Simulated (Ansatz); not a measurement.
# Y (omega type): how the settings move a single-point run

Question: which choices in the input matter for Y (omega type)?

Computed with Ansatz 0.2.0 (reference: DFT, PBE, PAW with Ansatz's default frozen-core files, scalar-relativistic, unless a step's input says otherwise).

## (1) The structure to begin with

The structure is hexagonal, space group P6/mmm (No. 191). Conventional cell: a = 4.262 Å, b = 4.262 Å, c = 2.478 Å, α = 90.00°, β = 90.00°, γ = 120.00°. Y (site symmetry 6/mmm) is surrounded by 14 Y at 2.48 to 2.76 Å. Around Y (site symmetry -6m2) lie 11 Y at 2.46 to 2.76 Å.

Coordinates:

```xyz
3
Lattice="4.2624 0.0000 0.0000 -2.1312 3.6913 0.0000 0.0000 0.0000 2.4781" Properties=species:S:1:pos:R:3 pbc="T T T"
Y     0.0000    0.0000    0.0000
Y     0.0000    2.4609    1.2390
Y     2.1312    1.2304    1.2390
```

## (2) Reference

File input.yaml:

```yaml
crystal:
  lattice:
    - [4.2623737373, 0.0, 0.0]
    - [-2.1311868687, 3.6913239369, 0.0]
    - [0.0, 0.0, 2.4780961168]
  atoms:
    - { symbol: "Y", position: [0.0, 0.0, 0.0] }
    - { symbol: "Y", position: [0.3333333333, 0.6666666667, 0.5] }
    - { symbol: "Y", position: [0.6666666667, 0.3333333333, 0.5] }
kpoints:
  mp_grid: { grid: [6, 6, 9] }
  band_path:
    path:
      - [0.0, 0.0, 0.0]
      - [0.5, 0.0, 0.0]
      - [0.3333333333, 0.3333333333, 0.0]
      - [0.0, 0.0, 0.0]
      - [0.0, 0.0, 0.5]
      - [0.5, 0.0, 0.5]
      - [0.3333333333, 0.3333333333, 0.5]
      - [0.0, 0.0, 0.5]
      - [0.5, 0.0, 0.5]
    npoints: 8
scf:
  occupations: { method: fermi_dirac, width: 0.08 }
hamiltonian:
  xc: pbe
  pseudopotentials: { kind: paw }
output:
  forces: true
  stress: true
  eigenvalues: true
  populations: true
  dos: { projected: true, de: 0.2, e_range: [-14, 8] }
  write_density: true
  write_potential: true
  elf: true
  volumetric_format: npy
```

Run with:

```sh
ansatz run input.yaml --threads 1 --pin off --max-ram 3072MiB --backend cpu --events-out ev --progress --plain --runs-dir out
```

## (3) Variant: occupations.method gaussian, occupations.width 0.3, hubbard.sites [{species: Y, l: d, u_eff: 2.0}], hubbard.double_counting amf

Changes to input.yaml since step 2:

```diff
@@ -24,3 +24,3 @@
 scf:
-  occupations: { method: fermi_dirac, width: 0.08 }
+  occupations: { method: gaussian, width: 0.3 }
 hamiltonian:
@@ -28,2 +28,3 @@
   pseudopotentials: { kind: paw }
+  hubbard: { sites: [{ species: "Y", l: d, u_eff: 2.0 }], double_counting: amf }
 output:
@@ -33,6 +34 @@
   populations: true
-  dos: { projected: true, de: 0.2, e_range: [-14, 8] }
-  write_density: true
-  write_potential: true
-  elf: true
-  volumetric_format: npy
```

**Question.** What will these runs give? Wanted: for each run, ending; energy change; pressure; gap; force.

**Answer**, as computed:

```csv
run,ending,energy change,pressure (GPa),gap (eV),force (eV/Å),cycles,time
reference,converged,0,148.1,0.00,0.00,7,3.5 s
"1: occupations.method gaussian, occupations.width 0.3, hubbard.sites [{species: Y, l: d, u_eff: 2.0}], hubbard.double_counting amf",converged,-7.0 meV/atom (σ→0) (U changed: no physical gain or loss),148.2,0.00,0.00,8,4.9 s
```

Times don't compare one to one where runs were asked for different outputs or read a saved state (see the inputs); cycles may leave out searches for a lower state.

Residual by cycle in the longest SCF loop of each run; runs are numbered as in the table. The quantity is the density residual dr2, in eV.

```csv
cycle,reference,run 1
1,0.543,0.902
2,0.272,0.263
3,0.00406,0.00274
4,3.9e-4,0.0124
5,2.9e-5,0.00114
6,6.5e-7,2.8e-5
7,5.7e-9,4.9e-7
8,-,2.1e-9
```

**Reading.** Changing the smearing and Hubbard U moves the energy by -7.0 meV/atom (σ→0 values). The U term adds an energy of its own, so the shift says nothing about which run is better. A changed U is a change of model: its shifts are not errors of convergence. The structure is not at rest: the sound run finds 148 GPa, so these are no properties of the relaxed crystal. 
